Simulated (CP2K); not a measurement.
## KBr under changes of volume

One of the cells (35.937 Å³/atom); the others are scaled copies at fixed shape and fractional positions:

```
Br K
1.0
     4.66690    0.00000    0.00000
     2.33345    4.04166    0.00000
     2.33345    1.34722    3.81051
Br K
1 1
Direct
  0.50000 0.50000 0.50000
  0.00000 0.00000 0.00000
```

| Item | Value |
| --- | --- |
| Program | CP2K 2026.2 |
| Functional | PBE |
| Potentials or basis | POTENTIAL_UZH Br GTH-PBE-q7, K GTH-PBE-q9; TZVP-MOLOPT-PBE-GTH basis |
| Density cutoff | 6123 eV |
| k mesh | 7 × 7 × 7 |
| Occupations | fermi-dirac, width 0.05 eV |
| Spin | no spin polarisation |

| volume (Å³/atom) | energy over the lowest point (meV/atom) | pressure (GPa) | gap on the mesh (eV) |
| --- | --- | --- | --- |
| 33.781 | 21.72 | 1.9 | 4.55 |
| 34.500 | 14.00 | 1.5 | 4.49 |
| 35.218 | ? | ? | ? |
| 35.937 | 4.02 | 0.8 | 4.38 |
| 36.656 | 1.38 | 0.4 | 4.33 |
| 37.374 | 0.09 | 0.1 | 4.28 |
| 38.093 | 0.00 | -0.1 | 4.23 |

What does the run at 35.218 Å³/atom give?

Energy over the lowest point 8.17 meV/atom; pressure 1.1 GPa; gap on the mesh 4.43 eV.

Worked out: A Birch-Murnaghan fit of order 3 (a polynomial in V^(-2/3)) to the other rows has its minimum at 37.79 Å³/atom with B0 = V·E''(V) = 13.3 GPa and B' = 4.8. It gives 8.17 meV/atom at 35.218 Å³/atom, against the run's 8.17, and -dE/dV = 1.1 GPa, against 1.1. A straight line through the other rows of the gap, of slope -2.65 eV per unit of ln V (its deformation potential), gives 4.44 eV, against the run's 4.43.

Energies are extrapolated to zero smearing.

Caveats: the basis of atomic orbitals isn't converged, which shifts pressures, moduli and gaps; an odd mesh through Γ misses points on the zone boundary, where band edges often lie (some runs).

Spin-orbit coupling on Br is left out.
